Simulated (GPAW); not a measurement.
# Calculated records

### TePb (honeycomb monolayer): one start, several treatments of the self-energy

The cell holds 2 atoms: 1 Pb and 1 Te. Cell: a = 4.337 Å, b = 4.337 Å, c = 11.400 Å, α = 90.0°, β = 90.0°, γ = 120.0°. Vacuum lies along c.

| Item | Value |
| --- | --- |
| method | DFT, PBE, plane waves, PAW (and 3 further levels or steps) |
| program | GPAW 26.7.0 |
| settings | cutoff 450 eV, GPAW PAW setups 1.2.1 data release, 6×6×1 k-mesh, nbands 311 |
| notes | The structure was relaxed with PBE. Limits: no spin-orbit coupling. |
| one-shot HSE06 | 2.257 eV |
| G0W0, extrapolated in the cutoff | 2.811 eV |
| one-shot PBE0 | 2.905 eV |
| known limits | short of the basis limit; no spin-orbit coupling |

G0W0, extrapolated in the cutoff: +0.554 eV against one-shot HSE06. One-shot PBE0: +0.648 eV against one-shot HSE06.

[Paths, hosts, dates, memory and timing lines, banners, echoed tables and standing remarks are left out of the program output; an Ansatz launch command may be rebuilt from the run's recorded settings. Measured values are a selection of at most five: reports struck by readers or far from the other reports are left out. None is set beside runs whose start may be inverted or whose files or cutoffs have a known fault.]

[Runs of the session that timed out or met a known fault of the program may be left out.]

[Hosts, paths, dates, database ids (printed as entryN), source tags and the programs' standing remarks are cut or masked in the printed files.]

[Where the starting crystal was built by hand or by swapping elements, it need not be the compound's stable phase.]
